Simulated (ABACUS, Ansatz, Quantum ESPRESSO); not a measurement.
# Programs and potentials compared: the bulk modulus of 12 crystals

The same calculation (PBE, Γ-centred k mesh with a spacing near 0.25 Å⁻¹, Fermi-Dirac smearing of 0.05 eV, no spin-orbit coupling) was run on each cell with:

- A: ABACUS, PseudoDojo NC SR 0.4.1 PBE standard, cutoffs 599 to 1333 eV
- B: Ansatz LAPW, all-electron LAPW, scalar-relativistic
- C: Quantum ESPRESSO, SSSP 1.3 efficiency PBE, cutoffs 748 to 952 eV

Moduli come from Birch-Murnaghan fits over scaled cells with fixed shape and fractions, which off cubic symmetry can lie above the relaxed values. Among the elements in a form other than the usual one at room conditions: C. Not every cell is the stable form of its formula. Spin polarisation and spin-orbit coupling are off unless named. Started with parallel moments: Ni, CoGa, CoAl.

| crystal | A (GPa) | B (GPa) | C (GPa) |
| --- | --- | --- | --- |
| TiTe2 (P-3m1, 3 atoms) | 61.98 | 61.88 | 62.60 |
| Ni (Fm-3m) | 199.24 | 200.43 | 200.76 |
| Cl (Cmce, 4 atoms) | 26.03 | 26.06 | 26.07 |
| Tc (P6_3/mmc, 2 atoms) | 298.66 | 299.12 | 298.24 |
| P (Cmce, 4 atoms) | 68.99 | 69.14 | 69.41 |
| CoGa (Pm-3m) | 175.14 | 176.13 | 177.36 |
| Sn (I4_1/amd, 2 atoms) | 47.95 | 47.82 | 47.89 |
| CoAl (Pm-3m) | 179.51 | 179.16 | 180.25 |
| C (P6_3/mmc, 8 atoms) | 433.03 | 434.11 | 434.36 |
| SrCl2 (Fm-3m) | 33.66 | 33.65 | 33.65 |
| Y (P6_3/mmc, 2 atoms) | 40.20 | 40.13 | 40.18 |
| HfO2 (Pca2_1, 12 atoms) | 243.05 | 241.16 | 242.59 |

**Question.** Which set-up lies closest to the all-electron result, and which farthest?

**Answer.** Closest is A (ABACUS, PseudoDojo NC SR 0.4.1 PBE standard), farthest C (Quantum ESPRESSO, SSSP 1.3 efficiency PBE); A is the nearer of the two in 5 of 12 crystals. Against the all-electron result, the mean absolute deviation is A 0.29, C 0.36 %. The largest single deviation is +1.16 %, for TiTe2 in C. The figures use the values as printed. The all-electron reference has errors of its own basis, so a deviation may be partly its. Meshes of this size aren't converged for metals, which the comparison doesn't need. The functional is the same throughout, so these differences measure potentials, basis sets and numerical settings.

The ranking of the two pseudopotential set-ups is fragile: C is nearer to the all-electron value in most crystals, and its larger mean deviation hinges on TiTe2, without which the order would reverse. The data therefore don't support a general preference for A.

Differences in bonding far outweigh those between programs. Carbon is stiffest because its short, directional sp3 bonds form a three-dimensional network. Tc owes its stiffness to a nearly half-filled d band, in which mostly bonding states are occupied, whereas Y has few d electrons to contribute to cohesion.

Cl and P come out much stiffer than expected for a molecular and a layered crystal, whose real compression is taken up mainly by the soft gaps between molecules or layers. Uniform scaling also shortens the strong covalent bonds, which probably dominate the computed response. Close agreement among the programs on these two crystals thus confirms a shared constrained quantity, and says little about how well PBE describes their weak intermolecular or interlayer cohesion.
